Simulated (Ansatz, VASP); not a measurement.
Two plane-wave programs on Te

The input INCAR:

```
PREC = Accurate
ENCUT = 520
EDIFF = 1E-6
ISMEAR = 0
SIGMA = 0.01
LREAL = F
LASPH = T
NELM = 80
ALGO = Normal
ISIF = 2
LWAVE = F
LCHARG = F
GGA = PE
NBANDS = 16
```

Contents of KPOINTS:

```
regular mesh
0
Gamma
  2 2 1
```

File POSCAR:

```
Te
1.0
    4.4209096036      0.0079536349     -0.0423800864
   -2.2035667519      3.8798597804      0.0423726818
   -0.0563703493      0.0325340637      5.9587332325
Te
3
Direct
    0.2819961949      0.0217357072      0.1962195827
    0.0406250642      0.2800747766      0.8234310943
    0.6919897832      0.7202014071      0.4930215623
```

Input for Ansatz:

```yaml
crystal:
  lattice:
    - [4.4209096036, 0.0079536349, -0.0423800864]
    - [-2.2035667519, 3.8798597804, 0.0423726818]
    - [-0.0563703493, 0.0325340637, 5.9587332325]
  atoms:
    - { symbol: Te, position: [0.2819961949, 0.0217357072, 0.1962195827] }
    - { symbol: Te, position: [0.0406250642, 0.2800747766, 0.8234310943] }
    - { symbol: Te, position: [0.6919897832, 0.7202014071, 0.4930215623] }
basis:
  ecutwfc: 420
kpoints:
  mp_grid: { grid: [2, 2, 1] }
hamiltonian:
  xc: pbe
scf:
  occupations: { method: gaussian, width: 0.01 }
output:
  forces: true
  stress: true
  eigenvalues: true
```

Change from the starting cell: kmesh displaced: [2, 2, 1] Gamma-centred.

Alike in both runs: task single point; functional PBE; k mesh 2 × 2 × 1; occupations gaussian, width 0.01 eV; no spin polarisation.

```csv
,VASP,Ansatz
version,VASP 6.6.1,Ansatz 0.2.0
potentials or method,"VASP PAW PBE potentials, release 64 (Te)","scalar-relativistic, plane waves, PAW"
plane-wave cutoff (eV),520,420
valence electrons in the cell,18,48
```

VASP gave:

- gap on the k mesh at the Fermi level (eV): 0.72
- least direct gap on the mesh (eV): 0.98
- pressure (GPa): 1.5
- largest component of the traceless stress (GPa): 5.15
- rms of the force components (eV/Å): 0.924

Which values does Ansatz return?

gap on the k mesh at the Fermi level (eV): 0.72; least direct gap on the mesh (eV): 0.98; pressure (GPa): 1.6; largest component of the traceless stress (GPa): 5.15; rms of the force components (eV/Å): 0.923.

Atom by atom the forces differ by 0.004 eV/Å (rms over components). The two sets of potentials don't hold the same shells in valence.

Caveats: the k mesh is coarse (spacing up to 1.05 Å⁻¹), so the values aren't converged; spin-orbit coupling is left out, which moves the levels of the heavy elements; an odd mesh through Γ misses points on the zone boundary, where band edges often lie; forces of over 1 eV/Å show positions far from the minimum, so gaps and moduli don't describe the material at rest.
